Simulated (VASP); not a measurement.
# CoSn (P6/mmm) in VASP: further runs, part 2 of 2

VASP 6.6.1.

### 4 Relaxation of cell and atoms, PBE

The input, INCAR:

```
SYSTEM = CoSn
PREC = Accurate ; ENCUT = 600
EDIFF = 1E-6 ; ISMEAR = 0
SIGMA = 0.1 ; LREAL = .FALSE.
LASPH = .TRUE. ; NELM = 100
ALGO = Fast ; ISIF = 3
LWAVE = .FALSE. ; LCHARG = .FALSE.
GGA = PE ; IBRION = 2
NSW = 60 ; EDIFFG = -0.04
```

The input, KPOINTS:

```
regular mesh
0
G
  6 6 4
  0 0 0
```

The input, POSCAR:

```
CoSn
1.0
    5.2460400000      0.0000000000      0.0000000000
   -2.6230200000      4.5432040000      0.0000000000
    0.0000000000      0.0000000000      4.1875900000
Co Sn
3 3
Direct
    0.0000000000      0.5000000000      0.0000000000
    0.5000000000      0.5000000000      0.0000000000
    0.5000000000      0.0000000000      0.0000000000
    0.6666670000      0.3333330000      0.5000000000
    0.3333330000      0.6666670000      0.5000000000
    0.0000000000      0.0000000000      0.0000000000
```

Potentials or basis: VASP PAW PBE potentials, release 64 (Co, Sn_d).

Command:

```
$ cat potpaw_PBE.64/Co/POTCAR potpaw_PBE.64/Sn_d/POTCAR > POTCAR
$ mpirun -np 1 vasp_std > vasp.out
```

OUTCAR:

```text
SYSTEM = CoSn
   PREC = Accurate
   ENCUT = 600
   EDIFF = 1E-6
   ISMEAR = 0
   LREAL = .FALSE.
   LASPH = .TRUE.
   NELM = 100
   ISIF = 3
   GGA = PE
   IBRION = 2
   NSW = 60
   EDIFFG = -0.04

 ion  position               nearest neighbor table
   1  0.000  0.500  0.000-   4 2.58   5 2.58   4 2.58   5 2.58   2 2.62   2 2.62   6 2.62   6 2.62
                             3 2.62   3 2.62
   2  0.500  0.500  0.000-   4 2.58   5 2.58   4 2.58   5 2.58   1 2.62   1 2.62   6 2.62   3 2.62
                             3 2.62   6 2.62
   3  0.500  0.000  0.000-   4 2.58   5 2.58   4 2.58   5 2.58   6 2.62   6 2.62   1 2.62   2 2.62
                             2 2.62   1 2.62
   4  0.667  0.333  0.500-   1 2.58   1 2.58   3 2.58   3 2.58   2 2.58   2 2.58   5 3.03   5 3.03
                             5 3.03   6 3.68   6 3.68   6 3.68   6 3.68   6 3.68   6 3.68
   5  0.333  0.667  0.500-   1 2.58   1 2.58   3 2.58   3 2.58   2 2.58   2 2.58   4 3.03   4 3.03
                             4 3.03   6 3.68   6 3.68   6 3.68   6 3.68   6 3.68   6 3.68
   6  0.000  0.000  0.000-   3 2.62   3 2.62   1 2.62   1 2.62   2 2.62   2 2.62   5 3.68   4 3.68
                             5 3.68   4 3.68   4 3.68   5 3.68   5 3.68   4 3.68   5 3.68   5 3.68

  LATTYP: Found a hexagonal cell.
 ALAT       =     5.2460400000
 C/A-ratio  =     0.7982382902

  Lattice vectors:

 A1 = (   5.2460400000,   0.0000000000,   0.0000000000)
 A2 = (  -2.6230200000,   4.5432040000,   0.0000000000)
 A3 = (   0.0000000000,   0.0000000000,   4.1875900000)

Analysis of symmetry for initial positions (statically):
=====================================================================
[... 170 lines left out ...]

 number of electron      69.0000021 magnetization

 Free energy of the ion-electron system (eV)
  ---------------------------------------------------
  ext. energy  EPLUGINS =         0.00000000
  ---------------------------------------------------
  free energy    TOTEN  =       -33.20902188 eV

  energy without entropy =      -33.19311957  energy(sigma->0) =      -33.20107072

 E-fermi :  10.2773     XC(G=0): -11.8618

 val. band max:       10.2715854748   @ k =   0.3333   0.1667   0.2500
 cond. band min:      10.3344495353   @ k =   0.1667   0.1667   0.0000
 fundamental gap:      0.0628640604
 Fermi energy:        10.2773099903

 k-point     1 :       0.0000    0.0000    0.0000
  band No.  band energies     occupation
      1     -11.3075      2.00000
      2     -11.2673      2.00000
      3     -11.2673      2.00000
      4     -11.2004      2.00000
      5     -11.2004      2.00000
      6     -11.1622      2.00000
[... 992 lines left out ...]
--------------------------------------- Ionic step        3  -------------------------------------------

 number of electron      69.0000010 magnetization

 Free energy of the ion-electron system (eV)
  ---------------------------------------------------
  ext. energy  EPLUGINS =         0.00000000
  ---------------------------------------------------
  free energy    TOTEN  =       -33.24457589 eV

  energy without entropy =      -33.22830643  energy(sigma->0) =      -33.23644116

 E-fermi :   9.8726     XC(G=0): -11.7079

 val. band max:        9.8647089597   @ k =   0.3333   0.1667   0.2500
 cond. band min:       9.9280171014   @ k =   0.1667   0.1667   0.0000
 fundamental gap:      0.0633081417
 Fermi energy:         9.8725771353

 k-point     1 :       0.0000    0.0000    0.0000
  band No.  band energies     occupation
      1     -11.7085      2.00000
      2     -11.6472      2.00000
      3     -11.6472      2.00000
      4     -11.6029      2.00000
      5     -11.6029      2.00000
      6     -11.5390      2.00000
[... 946 lines left out ...]
  FREE ENERGIE OF THE ION-ELECTRON SYSTEM (eV)
  ---------------------------------------------------
  free  energy   TOTEN  =       -33.2445758934 eV

  energy  without entropy=      -33.2283064295  energy(sigma->0) =      -33.23644116

 reached required accuracy - stopping structural energy minimisation
```

OSZICAR:

```text
N       E                     dE             d eps       ncg     rms          rms(c)
DAV:   1     0.729970835142E+03    0.72997E+03   -0.34878E+04  1723   0.294E+03
DAV:   2     0.774730894846E+02   -0.65250E+03   -0.63843E+03  1722   0.694E+02
DAV:   3    -0.299254119265E+02   -0.10740E+03   -0.10495E+03  1741   0.250E+02
[... 36 lines left out ...]
RMM:   8    -0.332445664327E+02   -0.30027E-04   -0.36545E-04  2601   0.111E-01    0.111E-02
RMM:   9    -0.332445728480E+02   -0.64153E-05   -0.85694E-05  2304   0.439E-02    0.785E-03
RMM:  10    -0.332445743421E+02   -0.14941E-05   -0.24938E-05  1641   0.254E-02    0.386E-03
RMM:  11    -0.332445757516E+02   -0.14095E-05   -0.76087E-06  1209   0.138E-02    0.197E-03
RMM:  12    -0.332445758934E+02   -0.14184E-06   -0.32303E-06  1172   0.960E-03
   3 F= -.33244576E+02 E0= -.33236441E+02  d E =-.355540E-01
```

CONTCAR:

```text
CoSn
   1.00000000000000
     5.2995375427832965    0.0000000000000000   -0.0000000000000000
    -2.6497687713916482    4.5895342338661127    0.0000000000000000
     0.0000000000000000   -0.0000000000000000    4.2249651831970096
  Co              Sn
     3     3
Direct
     0.0000000000000000    0.5000000000000000    0.0000000000000000
     0.5000000000000000    0.5000000000000000    0.0000000000000000
     0.5000000000000000    0.0000000000000000    0.0000000000000000
     0.6666669999999968    0.3333330000000032    0.5000000000000000
     0.3333330000000032    0.6666669999999968    0.5000000000000000
     0.0000000000000000    0.0000000000000000    0.0000000000000000

  0.00000000E+00  0.00000000E+00  0.00000000E+00
  0.00000000E+00  0.00000000E+00  0.00000000E+00
  0.00000000E+00  0.00000000E+00  0.00000000E+00
  0.00000000E+00  0.00000000E+00  0.00000000E+00
  0.00000000E+00  0.00000000E+00  0.00000000E+00
  0.00000000E+00  0.00000000E+00  0.00000000E+00
```

Run time: 5.1 min. Hardware: 1 thread of Intel Xeon Platinum 8488C (Sapphire Rapids), shared host; peak memory 0.3 GiB.

What came out:

- Free energy: -33.2446 eV
- Relaxed volume: 17.13 Å³/atom
- Relaxed cell: a = 5.300 Å, b = 5.300 Å, c = 4.225 Å, α = 90.00°, β = 90.00°, γ = 120.00°
- Space group after relaxing (to 0.05 Å): P6/mmm (No. 191)
- Energy gained by relaxing: 5.9 meV/atom
- Ionic steps: 3
- Pressure after relaxing: 0.0 GPa
- Band gap on the k mesh: none (metal or under the smearing width)

Stress tensor (GPa, compression positive):
```
 0.04  0.00  0.00
 0.00  0.04  0.00
 0.00  0.00 -0.18
```

Step by step:
```csv
step,energy change (eV),largest force (eV/Å),pressure (GPa),volume (Å³)
1,0.0000,0.0000,4.01,99.81
2,0.0017,0.0000,-3.65,105.94
3,-0.0356,0.0000,-0.04,102.76
```

Final structure:
```
Co Sn
1.0
     5.29954    0.00000    0.00000
    -2.64977    4.58953    0.00000
     0.00000    0.00000    4.22497
Co Sn
3 3
Cartesian
  -1.3249 2.2948 0.0000
  1.3249 2.2948 0.0000
  2.6498 0.0000 0.0000
  2.6498 1.5298 2.1125
  0.0000 3.0597 2.1125
  0.0000 0.0000 0.0000
```

Caveat: the k mesh is coarse (spacing up to 0.38 Å⁻¹), so the values aren't converged. Spin polarisation is off, so any magnetic state and its effect on volume and gap are missing.

### 5 Overview

| task | cell | cutoff (eV) | gap on the mesh (eV) | pressure (GPa) |
| --- | --- | --- | --- | --- |
| single point | P6/mmm, 16.63 Å³/atom | 520 | none | 4.0 |
| single point | P6/mmm, 17.14 Å³/atom | 520 | none | -0.1 |
| relaxation of cell and atoms | relaxed | 600 | none | 0.0 |

Alike in all rows: level PBE; potentials or basis VASP PAW PBE potentials, release 64 (Co, Sn_d); no spin polarisation; k mesh 6 × 6 × 4; smearing gaussian 0.1 eV; the mesh is coarse, so values aren't converged.

Caveats: all runs use coarse meshes.

Total energies depend on the potentials used, so only differences within one code and one set of settings carry meaning.
